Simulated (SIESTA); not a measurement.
Runs of SIESTA 5.4.2 on Mo. The cell holds a slab with vacuum, 5 atoms: a = 2.850 Å, b = 2.850 Å, c = 24.307 Å, α = 90.00°, β = 90.00°, γ = 120.00°. The slab is cut from a database's or a generator's crystal, which needn't be the stable form of the element.

```tsv
level	potentials or basis	gap on the mesh (eV)	largest force (eV/Å)
WC	PseudoDojo 0.4 standard (PBEsol files), DZP (energy shift 0.003 Ry; two zetas on semicore shells)	none	0.28
AM05	PseudoDojo 0.4 standard (PBEsol files), DZP (energy shift 0.003 Ry; two zetas on semicore shells)	none	(a)
RPBE	PseudoDojo 0.4 standard (PBE files), DZP (energy shift 0.003 Ry; two zetas on semicore shells)	none	(b)
BLYP	PseudoDojo 0.4 standard (PBE files), DZP (energy shift 0.003 Ry; two zetas on semicore shells)	none	0.36
LDA	PseudoDojo 0.4 standard (LDA files), DZP (energy shift 0.003 Ry; two zetas on semicore shells)	none	0.52
```

Alike in all rows: task single point; no spin polarisation; cell as given; k mesh 11 × 11 × 1; smearing fermi-dirac 0.05 eV; grid cutoff 800 Ry; energy shift 0.003 Ry.

Problem. Estimate the missing entries.

Solution. (a) 0.37; (b) 0.18.

Caveats: the basis of atomic orbitals isn't converged, which shifts pressures, moduli and gaps; the potentials were made for another functional, which shifts forces and pressure (some runs).

A k mesh can miss the band edges, and the runs leave out spin-orbit coupling on Mo.

A gap of «none» marks a metal or a gap under the smearing width.

Runs at the PBE level aren't shown here.
